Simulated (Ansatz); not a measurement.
**Mo/MgO/TiC: current against voltage**

Wanted: I(V) for Mo/MgO/TiC. The lower electrode is Mo bcc(001), the upper one TiC rock salt(001); the barrier is MgO rock salt(001) (non-polar). In the first transport cell, after relaxation, the nearest pair of electrode and barrier is Mo–O at 2.23 Å, along the normal, at the lower face and C–Mg at 2.26 Å, along the normal, at the upper one. All share a net of side 3.005 Å, which strains the lower electrode by -4.6 %, the upper one by -1.8 % and the barrier by +0.0 %, against typed lattice constants near PBE's. The first steps treat the bulk electrodes alone.

Method: PBE DFT, plane waves, PAW files, in the first sound run; inputs show where later runs differ, in Ansatz 0.2.0.

This is a report of a sequence of runs, with most program output left out.

## 1. Starting point

The structure is tetragonal, space group I4/mmm (No. 139). Conventional cell: a = 3.005 Å, b = 3.005 Å, c = 3.252 Å, α = 90.00°, β = 90.00°, γ = 90.00°. Nearest to Mo lie 8 Mo at 2.68 Å.

As a file:

```cif
data_structure
_symmetry_space_group_name_H-M 'P 1'
_symmetry_Int_Tables_number 1
_cell_length_a 3.0050
_cell_length_b 3.0050
_cell_length_c 3.2515
_cell_angle_alpha 90.000
_cell_angle_beta 90.000
_cell_angle_gamma 90.000
_cell_volume 29.36
loop_
_atom_site_label
_atom_site_type_symbol
_atom_site_fract_x
_atom_site_fract_y
_atom_site_fract_z
_atom_site_occupancy
Mo1 Mo 0.00000 0.00000 0.00000 1
Mo2 Mo 0.50000 0.50000 0.50000 1
```

## 2. Layer spacing of the electrode, 2 atoms, electrode Mo bcc(001)

The electrode is held to the junction's net and relaxed along the normal; its spacing is used for the ideal lead layers.

input.yaml

```yaml
crystal:
  lattice:
    - [3.005, 0.0, 0.0]
    - [0.0, 3.005, 0.0]
    - [0.0, 0.0, 3.2515]
  atoms:
    - { symbol: Mo, position: [0.0, 0.0, 0.0] }
    - { symbol: Mo, position: [0.5, 0.5, 0.5] }
kpoints:
  mp_grid: { grid: [12, 12, 10] }
scf:
  occupations: { method: fermi_dirac, width: 0.1 }
  max_iter: 150
hamiltonian:
  xc: pbe
relax:
  f_tol: 0.01
  max_steps: 40
  cell: { fix: [a, b, angles] }
```

The run is started by

```sh
$ ansatz run input.yaml --threads 8 --pin off --max-ram 20480MiB --backend cpu --events-out ev --progress --plain --runs-dir out
```

It took 5.3 s on 8 threads of Arm Neoverse V2, shared host; peak memory 0.56 GiB; 23 s of CPU time.

Step by step:

```csv
step,energy less that of the first step (eV),largest force component (eV/Å),pressure (GPa),volume (Å³)
1,0.0000,0.0000,22.90,29.36
2,0.0040,0.0000,13.32,30.29
3,-0.0070,0.0000,18.13,29.81
4,-0.0070,0.0000,18.52,29.77
5*,-0.0072,0.0000,18.52,29.77
```

Relaxation steps marked * repeat the geometry before them on a plane-wave basis chosen anew for their cell, so energy and pressure can jump there. Relaxation step 2 was tried and not accepted.

The run keeps the 32 symmetry operations that it works with, so distortions that break them were not tested.

```csv
"conventional cell, symmetrised",before,after,change
a (Å),3.005,3.005,+0.0 %
b (Å),3.005,3.005,+0.0 %
c (Å),3.252,3.297,+1.4 %
volume (Å³/atom),14.68,14.88,+1.4 %
```

The relaxed structure:

```cif
data_structure
_symmetry_space_group_name_H-M 'P 1'
_symmetry_Int_Tables_number 1
_cell_length_a 3.0050
_cell_length_b 3.0050
_cell_length_c 3.2966
_cell_angle_alpha 90.000
_cell_angle_beta 90.000
_cell_angle_gamma 90.000
_cell_volume 29.77
loop_
_atom_site_label
_atom_site_type_symbol
_atom_site_fract_x
_atom_site_fract_y
_atom_site_fract_z
_atom_site_occupancy
Mo1 Mo 0.00000 0.00000 0.00000 1
Mo2 Mo 0.50000 0.50000 0.50000 1
```

This step gave:

- free energy: -9911.7991 eV
- Fermi energy: 22.33 eV
- pressure: 18.52 GPa

The cell grew by 1.4 % in volume.

## 3. The strained electrode, 4 atoms, electrode TiC rock salt(001)

System of this step: TiC. It takes space group I4/mmm (No. 139, tetragonal). Conventional cell: a = 3.005 Å, b = 3.005 Å, c = 4.386 Å, α = 90.00°, β = 90.00°, γ = 90.00°. C has 6 Ti at 2.12 to 2.19 Å nearest. Nearest to Ti lie 6 C at 2.12 to 2.19 Å. Farther neighbours are not listed.

input.yaml, the sections that differ from step 2:

```yaml
crystal:
  lattice:
    - [3.005, 0.0, 0.0]
    - [0.0, 3.005, 0.0]
    - [0.0, 0.0, 4.3862017715]
  atoms:
    - { symbol: C, position: [0.0, 0.0, 0.0] }
    - { symbol: Ti, position: [0.5, 0.5, 0.0] }
    - { symbol: C, position: [0.5, 0.5, 0.5] }
    - { symbol: Ti, position: [0.0, 0.0, 0.5] }
kpoints:
  mp_grid: { grid: [12, 12, 7] }
# scf, hamiltonian, relax: as in step 2
```

Wall time 3.5 s (8 threads); peak memory 0.58 GiB; 19 s of CPU time.

Step by step:

```csv
step,energy less that of the first step (eV),largest force component (eV/Å),pressure (GPa),volume (Å³)
1,0.0000,0.0000,7.53,39.61
2,-0.0005,0.0000,7.98,39.54
3,-0.0007,0.0000,8.26,39.49
4*,-0.0005,0.0000,8.25,39.49
```

Relaxation steps marked * repeat the geometry before them on a plane-wave basis chosen anew for their cell, so energy and pressure can jump there.

The run keeps the 32 symmetry operations that it works with, so distortions that break them were not tested.

```csv
"conventional cell, symmetrised",before,after,change
a (Å),3.005,3.005,+0.0 %
b (Å),3.005,3.005,+0.0 %
c (Å),4.386,4.374,-0.3 %
volume (Å³/atom),9.90,9.87,-0.3 %
```

Final coordinates:

```xyz
4
Lattice="3.0050 0.0000 0.0000 0.0000 3.0050 0.0000 0.0000 0.0000 4.3736" Properties=species:S:1:pos:R:3 pbc="T T T"
C     0.0000    0.0000    0.0000
Ti    1.5025    1.5025    0.0000
C     1.5025    1.5025    2.1868
Ti    0.0000    0.0000    2.1868
```

Numbers from this step:

* free energy: -5504.4975 eV
* Fermi energy: 15.20 eV
* pressure: 8.252 GPa

The cell shrank by 0.3 % in volume.

## 4. Relaxation

System of this step: Mo/MgO/TiC. The cell holds 20 atoms: 4 Mo, 4 O, 4 Mg, 4 C and 4 Ti. Its edges and angles: a = 3.005 Å, b = 3.005 Å, c = 38.392 Å, α = 90.0°, β = 90.0°, γ = 90.0°. Vacuum lies along c.

The starting distances are typed guesses, too rough for a quantity that is exponential in distance. A short slab in vacuum serves: only the barrier and the layers next to it are taken over, and later cells can add or drop layers in the barrier's middle. The dipole correction removes the field that unlike faces would set up across the vacuum.

input.yaml

```yaml
crystal:
  lattice:
    - [3.005, 0.0, 0.0]
    - [0.0, 3.005, 0.0]
    - [0.0, 0.0, 38.3918553146]
  atoms:
    - { symbol: Mo, position: [0.5, 0.5, 0.2083775305] }
    - { symbol: Mo, position: [0.0, 0.0, 0.2507237517] }
    - { symbol: Mo, position: [0.5, 0.5, 0.293069973] }
    - { symbol: Mo, position: [0.0, 0.0, 0.3354161943] }
    - { symbol: O, position: [0.0, 0.0, 0.3940223747] }
    - { symbol: Mg, position: [0.5, 0.5, 0.3940223747] }
    - { symbol: O, position: [0.5, 0.5, 0.449375284] }
    - { symbol: Mg, position: [0.0, 0.0, 0.449375284] }
    - { symbol: O, position: [0.0, 0.0, 0.5047281933] }
    - { symbol: Mg, position: [0.5, 0.5, 0.5047281933] }
    - { symbol: O, position: [0.5, 0.5, 0.5600811026] }
    - { symbol: Mg, position: [0.0, 0.0, 0.5600811026] }
    - { symbol: C, position: [0.0, 0.0, 0.6202501146] }
    - { symbol: Ti, position: [0.5, 0.5, 0.6202501146] }
    - { symbol: C, position: [0.5, 0.5, 0.6773742329] }
    - { symbol: Ti, position: [0.0, 0.0, 0.6773742329] }
    - { symbol: C, position: [0.0, 0.0, 0.7344983512] }
    - { symbol: Ti, position: [0.5, 0.5, 0.7344983512] }
    - { symbol: C, position: [0.5, 0.5, 0.7916224695] }
    - { symbol: Ti, position: [0.0, 0.0, 0.7916224695] }
kpoints:
  mp_grid: { grid: [8, 8, 1] }
scf:
  occupations: { method: fermi_dirac, width: 0.1 }
  max_iter: 150
hamiltonian:
  xc: pbe
efield:
  axis: 3
  dipole_correction: true
relax:
  f_tol: 0.04
  max_steps: 60
output:
  forces: true
```

Run time: 58 s. Hardware: 8 threads; peak memory 2 GiB; 6.7 min of CPU time.

This run has no spin polarisation, although Mo and Ti can carry a moment.

Step by step:

```csv
step,energy less that of the first step (eV),largest force component (eV/Å)
1,0.0000,1.4443
2,-0.1896,0.5842
3,-0.2169,0.2112
4,-0.2264,0.1187
5,-0.2305,0.1140
6,-0.2323,0.0559
7,-0.2327,0.0179
```

Forces are held to the 8 operations that the run works with; a distortion that breaks them can't arise in this run.

The atoms that moved most (Å):

```csv
atom,dx,dy,dz,length
Mo1,0.000,0.000,0.127,0.127
Ti20,0.000,0.000,-0.094,0.094
Mo3,0.000,0.000,0.080,0.080
O7,0.000,0.000,-0.056,0.056
Ti14,0.000,0.000,0.039,0.039
Mg12,0.000,0.000,0.038,0.038
O9,0.000,0.000,-0.037,0.037
Mg6,0.000,0.000,-0.035,0.035
```

This step gave:

* free energy: -40804.7720 eV
* Fermi energy: 8.076 eV

The largest force component on a free atom ends at 0.018 eV/Å. At one or more of this run's solves the program warned of density in the dipole ramp over its bound, where dipole, forces and levels can be off.

## 5. Current under bias

This step: PBE DFT, plane waves, PAW files; current against voltage, self-consistent between two reservoirs (Ansatz 0.2.0).

System of this step: Mo/MgO/TiC. The cell holds 41 atoms: 13 Mo, 2 O, 2 Mg, 12 C and 12 Ti. Its edges and angles: a = 3.005 Å, b = 3.005 Å, c = 64.393 Å, α = 90.0°, β = 90.0°, γ = 90.0°. Regions: left electrode, 13 atoms (13 Mo); barrier, 4 atoms (2 O and 2 Mg); right electrode, 24 atoms (12 C and 12 Ti). Vacuum lies along c.

Under bias the potential drop changes the barrier, so density and potential are solved anew at each voltage between two reservoirs. The leads must hold the reservoirs as well as the screening charge.

input.yaml

```yaml
crystal:
  lattice:
    - [3.005, 0.0, 0.0]
    - [0.0, 3.005, 0.0]
    - [0.0, 0.0, 64.3931810312]
  atoms:
    - { symbol: Mo, position: [0.0, 0.0, 0.1087071626] }
    - { symbol: Mo, position: [0.5, 0.5, 0.1343043576] }
    - { symbol: Mo, position: [0.0, 0.0, 0.1599015526] }
    - { symbol: Mo, position: [0.5, 0.5, 0.1854987476] }
    - { symbol: Mo, position: [0.0, 0.0, 0.2110959426] }
    - { symbol: Mo, position: [0.5, 0.5, 0.2366931376] }
    - { symbol: Mo, position: [0.0, 0.0, 0.2622903326] }
    - { symbol: Mo, position: [0.5, 0.5, 0.2878875276] }
[... 29 atom lines left out ...]
    - { symbol: C, position: [0.0, 0.0, 0.8573326962] }
    - { symbol: Ti, position: [0.5, 0.5, 0.8573326962] }
    - { symbol: C, position: [0.5, 0.5, 0.8912928374] }
    - { symbol: Ti, position: [0.0, 0.0, 0.8912928374] }
kpoints:
  mp_grid: { grid: [10, 10, 1] }
scf:
  occupations: { method: fermi_dirac, width: 0.1 }
  max_iter: 150
hamiltonian:
  xc: pbe
output:
  current_voltage:
    bias: [0.15, 1.0, 1.6, -0.15, -1.0, -1.6]
    kmesh: [20, 20]
    leads: [[5, 6], [29, 31]]
    electrode_ends: [12, 17]
  write_potential: true
  write_density: true
  volumetric_format: npy
  elf: true
```

Run time: 39 min. Hardware: 8 threads; peak memory 12 GiB.

Numbers from this step:

```yaml
free_energy: -102437.4711 eV
fermi_energy: 13.56 eV
conductance_at_zero_bias: 5.93e11 S/m²
```

Checks by voltage:

```csv
bias (V),current density (ampere/m²),current on every other mesh point (ampere),drop across the junction (V),electrons moved,electrons in bound states,"misfit, lower lead (eV)","misfit, upper lead (eV)",iterations
-1.6,-5.95e12,-5.10e-7,-1.579,-0.02143,5.58e-4,0.01486,0.03053,10
-1,-1.64e12,-1.42e-7,-0.9891,-0.01374,3.06e-4,0.01778,0.03209,12
-0.15,-9.15e10,-1.03e-8,-0.1483,-0.002089,4.28e-5,0.02257,0.03283,8
0,0,0,0,0,0,0.0234,0.03296,7
0.15,7.70e10,6.00e-9,0.1484,0.002093,4.22e-5,0.02357,0.0327,8
1,1.07e12,7.81e-8,0.9909,0.01412,2.87e-4,0.02432,0.03046,12
1.6,2.91e12,1.97e-7,1.585,0.02264,4.73e-4,0.02466,0.02921,8
```

Cell area 9.030 Å^2. The current through one cell by bias:

```csv
bias (V),current through one cell (μA)
-1.60,-0.537
-1.00,-0.148
-0.15,-0.00826
0.00,0
0.15,0.00696
1.00,0.0968
1.60,0.262
```

Bias 0 V. Transmission and channels, zone mean against energy, zero at the mean Fermi level:

```csv
energy (eV),transmission,"channels, left","channels, right"
-0.259,3.1e-4,1.59,0.37
-0.233,3.4e-4,1.64,0.39
-0.207,3.0e-4,1.64,0.34
-0.181,3.0e-4,1.74,0.3
-0.155,3.2e-4,1.61,0.29
-0.129,3.7e-4,1.59,0.3
-0.103,4.8e-4,1.57,0.335
-0.078,5.4e-4,1.59,0.34
-0.052,5.8e-4,1.59,0.33
-0.026,7.0e-4,1.68,0.35
0.000,7.2e-4,1.71,0.36
0.026,7.3e-4,1.71,0.39
0.052,7.4e-4,1.77,0.39
0.078,7.4e-4,1.74,0.41
0.103,7.3e-4,1.75,0.4
0.129,7.0e-4,1.75,0.415
0.155,6.0e-4,1.73,0.395
0.181,6.7e-4,1.85,0.415
0.207,7.2e-4,1.90,0.435
0.233,7.4e-4,1.86,0.435
0.259,7.4e-4,2.02,0.435
```

Bias 1.6 V. Transmission and channels, zone mean against energy, zero at the mean Fermi level:

```csv
energy (eV),transmission,"channels, left","channels, right"
-1.060,4.1e-4,2.39,0.37
-0.982,5.2e-4,2.42,0.3
-0.905,6.0e-4,2.44,0.335
-0.853,6.3e-4,2.63,0.34
-0.776,0.00159,2.72,0.4
-0.698,0.00172,2.66,0.41
-0.620,0.00132,2.44,0.415
-0.543,0.00146,2.31,0.435
-0.465,0.00126,2.09,0.425
-0.414,0.00134,1.99,0.475
-0.336,0.00154,1.93,0.525
-0.259,0.00132,1.75,0.575
-0.181,0.00130,1.59,0.603
-0.103,0.00115,1.59,0.583
-0.026,0.00128,1.60,0.642
0.000,0.00123,1.58,0.677
0.026,0.00120,1.58,0.728
0.103,0.00143,1.65,0.807
0.181,0.00449,1.57,0.777
0.259,0.00444,1.57,0.777
0.284,0.00696,1.61,0.787
0.336,0.00175,1.59,0.868
0.414,0.00195,1.55,0.897
0.465,0.00184,1.64,0.968
0.543,0.00140,1.59,0.938
0.620,0.00304,1.74,0.978
0.672,0.0186,1.59,0.988
0.698,0.00399,1.57,1.03
0.776,0.00216,1.68,1.09
0.853,0.00250,1.76,1.10
0.905,0.00242,1.75,1.11
0.982,0.00227,1.85,1.17
1.060,0.00905,1.99,1.16
```

Bias -1.6 V. Table of transmission and channels, zone mean by energy, zero at the mean Fermi level:

```csv
energy (eV),transmission,"channels, left","channels, right"
-1.060,0.00695,1.59,1.58
-0.982,0.00584,1.68,1.54
-0.905,0.00513,1.57,1.46
-0.853,0.00505,1.55,1.46
-0.776,0.00470,1.71,1.36
-0.698,0.00678,1.75,1.29
-0.620,0.00594,1.73,1.2
-0.543,0.00585,1.91,1.15
-0.465,0.00656,1.99,1.08
-0.414,0.00743,2.08,1.03
-0.362,0.00822,2.06,1.02
-0.336,0.00777,2.02,0.98
-0.259,0.00427,2.17,0.9
-0.181,0.00293,2.27,0.87
-0.103,0.00263,2.27,0.83
-0.026,0.00240,2.35,0.77
0.000,0.00238,2.37,0.73
0.026,0.00238,2.25,0.72
0.103,0.00242,2.38,0.63
0.181,0.00268,2.40,0.57
0.259,0.00331,2.26,0.48
0.336,0.00334,1.95,0.46
0.414,0.00352,1.85,0.41
0.465,0.00362,1.66,0.41
0.543,0.00373,1.69,0.39
0.620,0.00390,1.57,0.29
0.698,0.00435,1.58,0.34
0.776,0.00493,1.62,0.36
0.853,0.00511,1.51,0.39
0.905,0.00485,1.39,0.395
0.982,0.00471,1.55,0.455
1.060,0.00618,1.39,0.435
```

Table of Hartree potential energy less that at 0 V, planar mean by z:

```csv
z (Å),0.15 V (eV),1 V (eV),1.6 V (eV),-0.15 V (eV),-1 V (eV),-1.6 V (eV)
0.0,0.00738,0.0510,0.0816,-0.00836,-0.0550,-0.0827
2.5,0.0434,0.293,0.469,-0.0446,-0.297,-0.469
5.0,0.0753,0.504,0.807,-0.0758,-0.507,-0.808
7.5,0.0776,0.518,0.829,-0.0778,-0.519,-0.828
10.0,0.0777,0.519,0.830,-0.0780,-0.520,-0.830
12.5,0.0777,0.519,0.830,-0.0778,-0.519,-0.829
15.0,0.0776,0.518,0.829,-0.0770,-0.514,-0.820
17.5,0.0775,0.518,0.828,-0.0760,-0.506,-0.810
20.0,0.0778,0.519,0.830,-0.0774,-0.516,-0.824
22.5,0.0776,0.518,0.828,-0.0778,-0.518,-0.827
25.0,0.0771,0.515,0.824,-0.0775,-0.516,-0.822
27.5,0.0764,0.513,0.822,-0.0769,-0.510,-0.809
30.0,0.0115,0.0746,0.120,-0.0116,-0.0784,-0.127
32.5,-0.0543,-0.365,-0.580,0.0543,0.360,0.562
35.0,-0.0671,-0.450,-0.718,0.0671,0.447,0.705
37.5,-0.0693,-0.464,-0.741,0.0694,0.462,0.733
40.0,-0.0705,-0.472,-0.755,0.0707,0.472,0.751
42.5,-0.0709,-0.474,-0.758,0.0715,0.477,0.760
45.0,-0.0706,-0.471,-0.754,0.0717,0.478,0.762
47.5,-0.0712,-0.475,-0.760,0.0719,0.480,0.767
50.0,-0.0720,-0.480,-0.768,0.0721,0.481,0.769
52.5,-0.0721,-0.481,-0.769,0.0719,0.479,0.768
55.0,-0.0718,-0.480,-0.768,0.0716,0.478,0.766
57.5,-0.0714,-0.477,-0.763,0.0713,0.475,0.762
60.0,-0.0552,-0.368,-0.592,0.0549,0.367,0.590
62.5,-0.0200,-0.132,-0.212,0.0192,0.129,0.211
```

ELF in the ca plane at fractional y = 0.000, with atoms of Mo and O and Mg and C and Ti within 0.2 Å of it. It is the smooth field of the valence electrons, not physical close to the nuclei.

Ten even steps from '0' (0.04) to '9' (0.81), each cell a mean:
```
72342587861797895044423984596364472695496264
42453367741489983012103899995125621699995125
24444322221146530000001577763100001367763100
55434543332100000000000233322122221223222122
45444432232112210000001355532111111244432111
33454345521378861000002799984102201589984102
62452488861599994024403998896156651698896256
82341584771784795142323981286372173782286372
```
Columns run along c (16.0 Å, from fractional 0.38 to 0.62 of the cell), rows up along a (3.0 Å). Atoms in or near the plane, at fractional coordinates: Mo at (0.41, 0.00), O at (0.45, 0.00), Mg at (0.48, 0.00), C at (0.52, 0.00), Ti at (0.55, 0.00), C at (0.59, 0.00), Ti at (0.62, 0.00).

Valence density in the ca plane at fractional y = 0.000, with atoms of Mo and O and Mg and C and Ti within 0.2 Å of it. It is the smooth field of the valence electrons, not physical close to the nuclei.

Values in e/Å³, 5 rows by 16 columns, each cell a mean:
```
 1  0  4  2  2  2  2  6  0  1  1  5  1  1  1  3
 0  0  1  0  0  0  0  0  0  0  0  0  0  0  0  0
 0  0  0  0  0  0  0  0  0  0  0  0  0  0  0  0
 1  0  2  1  1  1  0  0  0  1  0  1  0  1  0  1
 1  0  5  2  3  3  3 10  1  2  1  7  2  1  1  4
```
Columns run along c (16.0 Å, from fractional 0.38 to 0.62 of the cell), rows up along a (3.0 Å). Atoms in or near the plane, at fractional coordinates: Mo at (0.41, 0.00), O at (0.45, 0.00), Mg at (0.48, 0.00), C at (0.52, 0.00), Ti at (0.55, 0.00), C at (0.59, 0.00), Ti at (0.62, 0.00).

Electrostatic potential energy in the ca plane at fractional y = 0.000, with atoms of Mo and O and Mg and C and Ti within 0.2 Å of it. With pseudopotentials it is smooth inside the atoms' cores, unlike the true potential.

Ten even steps from '0' (-64 eV) to '9' (15 eV), each cell a mean:
```
48999510048998410158853589730379951389754568
79999853479999743579987899876799997899866679
99999988899999988899999999999999999999998899
99999999999999999999999999999999999999999999
99999999999999999999999999999999999999999999
89999876689999876789999999988899999999987789
68999731258998621369975699853589974689855568
48998500038998400058842489710179940279754458
```
Columns run along c (16.0 Å, from fractional 0.32 to 0.57 of the cell; values clipped at the 3rd and 97th percentile), rows up along a (3.0 Å). Atoms in or near the plane, at fractional coordinates: Mo at (0.36, 0.00), Mo at (0.41, 0.00), O at (0.45, 0.00), Mg at (0.48, 0.00), C at (0.52, 0.00), Ti at (0.55, 0.00).

All 7 points reached self-consistency. On every other mesh point the currents change by up to 25 %. The leads' potential repeats within 33 meV.

(Continued in part 2 of 2.)

[Logs are printed without paths, hosts, clocks, repeated set-up lines and the standing remarks that a program may print on its own settings, such as how far it seeks lower states.]

[Hosts, paths, dates, database ids (printed as entryN), source tags and the programs' standing remarks are cut or masked in the printed files.]
